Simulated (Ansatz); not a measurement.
Crystal: Be.

```
CELL_PARAMETERS angstrom
2.28530 0.00000 0.00000
-1.14265 1.97913 0.00000
0.00000 0.00000 3.58420
ATOMIC_POSITIONS crystal
Be 0.66667 0.33333 0.75000
Be 0.33333 0.66667 0.25000
```

```yaml
Program: Ansatz 0.2.0
Task: relaxation of cell and atoms
Functional: PBEsol
Potentials_or_basis: Ansatz PAW
Cutoff: "420 eV (not typed: the program's choice for these potentials)"
k_mesh: 13 × 13 × 8
Occupations: fermi-dirac, width 0.05 eV
Spin: no spin polarisation
```

At the start: volume 8.11 Å³/atom.

**Question.** Where does the relaxation end?

**Answer.** It ends after 6 steps and the volume is 7.85 Å³/atom (-3.2 %); space group P6_3/mmc (No. 194, to 0.05 Å).

Step by step:
| step | energy change (eV) | largest force (eV/Å) | volume (Å³) |
| --- | --- | --- | --- |
| 1 | 0.0000 | 0.0000 | 16.21 |
| 2 | -0.0053 | 0.0000 | 15.91 |
| 3 | -0.0065 | 0.0000 | 15.68 |
| 4 | -0.0065 | 0.0000 | 15.69 |
| 5 | -0.0065 | 0.0000 | 15.69 |
| 6 | -0.0064 | 0.0000 | 15.69 |

Final structure:
```
Be
1.0
     2.26128    0.00000    0.00000
    -1.13064    1.95833    0.00000
     0.00000    0.00000    3.54342
Be
2
Cartesian
  1.1306 0.6528 2.6576
  0.0000 1.3056 0.8859
```

Caveat: the plane-wave basis is chosen anew once the cell has moved, so the energies of steps on either side of that aren't comparable; the PAW data sets come from PBE, with cores solved anew for the run's functional, which leaves a small shift of forces and pressure.
